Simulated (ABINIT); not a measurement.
Runs of ABINIT 10.8.3 (patched build) on CsPbBr3. The structure is cubic, space group Pm-3m (No. 221). Conventional cell: a = 5.870 Å, b = 5.870 Å, c = 5.870 Å, α = 90.00°, β = 90.00°, γ = 90.00°. Pb (site symmetry m-3m) is surrounded by 6 Br at 2.94 Å. Cs (site symmetry m-3m) is surrounded by 12 Br at 4.15 Å. Around Br (site symmetry 4/mmm) lie 2 Pb at 2.94 Å. Measurements of this composition are mostly on another form, of space group No. 62.

| task | level | potentials or basis | k mesh | cutoff (eV) | fine-grid cutoff | pressure (GPa) | V0 of scaled cells (Å³/atom) | B0 (GPa) |
| --- | --- | --- | --- | --- | --- | --- | --- | --- |
| equation of state | r2SCAN | JTH PAW PBE v2.0 | 3 × 3 × 3 | 707 | 1306.15 eV | - | 41.50 | 21 |
| band structure | LDA | JTH PAW LDA v2.0 | 5 × 5 × 5 | 707 | 1306.15 eV | (a) | - | - |
| equation of state | LDA | JTH PAW LDA v2.0 | 5 × 5 × 5 | 707 | 1306.15 eV | - | 38.33 | (b) |
| band structure | PBE | JTH PAW PBE v2.0 | 5 × 5 × 5 | 599 | 1197.3 eV | 1.4 | - | - |

Alike in all rows: no spin polarisation; cell as given; smearing fermi-dirac 0.05 eV.

Q: Fill in the values left out.

A: (a) -1.3; (b) 25.

Caveats: pressures at fixed basis lie under the slope of the energies (some runs); the PAW data sets were made with another functional, which shifts forces and pressure a little (some runs).

Not every run made on this cell is shown here.
